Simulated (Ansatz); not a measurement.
**A sublattice moved along a line in PbF2**

Computed with DFT PBE, scalar-relativistic, plane waves, PAW (Ansatz). The runs took a 420 eV cutoff, a Γ-centred 8×8×8 mesh and Gaussian smearing (0.05 eV). Spin–orbit coupling is left out, which matters for the heavy elements here. No spin polarisation. Energies are free energies at this smearing, counted from the undisturbed cell; pressure is positive in compression.

The undisturbed cell (as given, not relaxed at this level; it stands at 2.2 GPa, and it needn't be the usual structure):

```
Pb F
1.0
     0.00000    2.96985    2.96985
     2.96985    0.00000    2.96985
     2.96985    2.96985    0.00000
Pb F
1 2
Cartesian
  0.0000 0.0000 0.0000
  1.4849 1.4849 1.4849
  4.4548 4.4548 4.4548
```

Every F atom is moved by x along the Cartesian unit vector (0.000, 0.000, -1.000); the cell and all other atoms stay fixed.

| x (Å) | ΔE (meV/cell) | force along x on the moved atoms (eV/Å) | pressure (GPa) | gap on the mesh (eV) |
| --- | --- | --- | --- | --- |
| -0.5000 | 274.0 | 1.36 | 7.8 | 4.10 |
| -0.2500 | 53.5 | ? | 3.6 | ? |
| 0.0000 | 0.0 | 0.00 | 2.2 | 4.42 |
| 0.0625 | 3.0 | -0.10 | 2.3 | 4.42 |
| 0.1250 | 12.2 | -0.20 | 2.5 | 4.40 |
| 0.1875 | 28.6 | -0.33 | 3.0 | 4.38 |
| 0.3125 | 88.6 | ? | ? | 4.31 |
| 0.3750 | 135.9 | -0.86 | 5.3 | 4.25 |
| 0.4375 | 197.1 | -1.10 | 6.5 | 4.19 |

By symmetry 0.5000 repeats -0.5000, -0.3750 repeats 0.3750, 0.2500 repeats -0.2500, -0.1250 repeats 0.1250 in energy, with the opposite slope along the path.

(1) Give the withheld values.

Results:

(1) force along x on the moved atoms (eV/Å) at x (Å) = -0.2500: 0.48; gap on the mesh (eV) at x (Å) = -0.2500: 4.35; force along x on the moved atoms (eV/Å) at x (Å) = 0.3125: -0.65; pressure (GPa) at x (Å) = 0.3125: 4.4.